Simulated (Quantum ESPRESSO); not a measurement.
TiO2 (Anatase):

```xyz
6
Lattice="-1.8921 1.8921 4.7573 1.8921 -1.8921 4.7573 1.8921 1.8921 -4.7573" Properties=species:S:1:pos:R:3 pbc="T T T"
Ti    0.0000    1.8921    2.3786
Ti    0.0000    0.0000    0.0000
O     0.0000    0.0000    7.5346
O     0.0000    1.8921    0.3987
O     0.0000    1.8921    4.3586
O     0.0000    0.0000    1.9800
```

Base run:

```yaml
Program: Quantum ESPRESSO 7.5
Functional: PBE
Potentials_or_basis: SSSP 1.3 efficiency PBE
Cutoff: 748 eV
Density_cutoff: 5987 eV
k_mesh: 10 × 10 × 10
Occupations: fermi-dirac, width 0.05 eV
Spin: no spin polarisation
```

Its results: band gap on the k mesh 2.13 eV, indirect (least direct gap 2.46 eV); pressure 4.9 GPa.

After a change of settings the same cell gave: band gap on the k mesh 2.09 eV, indirect (least direct gap 2.42 eV); pressure -0.8 GPa. Which change was it?
A. functional from PBE to PBEsol; potentials or basis from SSSP 1.3 efficiency PBE to GBRV 1.5 PBEsol; cutoff from 748 eV to 612 eV; density cutoff from 5987 eV to 4898 eV
B. functional from PBE to RGE2; potentials or basis from SSSP 1.3 efficiency PBE to PseudoDojo 0.4.1 SR PBE standard; cutoff from 748 eV to 1143 eV; density cutoff from 5987 eV to 4572 eV
C. functional from PBE to LDA; potentials or basis from SSSP 1.3 efficiency PBE to GBRV 1.5 LDA; cutoff from 748 eV to 612 eV; density cutoff from 5987 eV to 4898 eV

A.

Not every run made on this cell is shown here.
